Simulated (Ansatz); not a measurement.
Frontier orbitals of C$_{2}$H$_{3}$O$_{2}$− (`CC(=O)[O-]`).

The species carries charge -1 and has multiplicity 1. Geometry: relaxed with PBE0-D4/def2-TZVPD. Basis def2-TZVPPD, Ansatz 0.2.0.

Orbital energies of one run (eV). Highest occupied ones, from the top: -0.96, -1.13, -1.50, -4.57, -5.23, -6.24, -6.60, -6.86, -8.30, -14.53, -20.08, -22.42, -271.76, -273.65. Empty: 3.90, 4.73, 5.08, 5.25, 5.91, 5.96.

(1) Which functional gave them?
A. B3LYP
B. BLYP
C. ωB97M-V
D. r2SCANh

Results:

(1) A. HOMO energies: B3LYP -0.96, BLYP 0.47, r2SCANh -0.46, ωB97M-V -3.67 eV.

B3LYP here is the variant with VWN-RPA as its local correlation; programs differ in this. A positive HOMO means that the functional doesn't bind the extra electron.
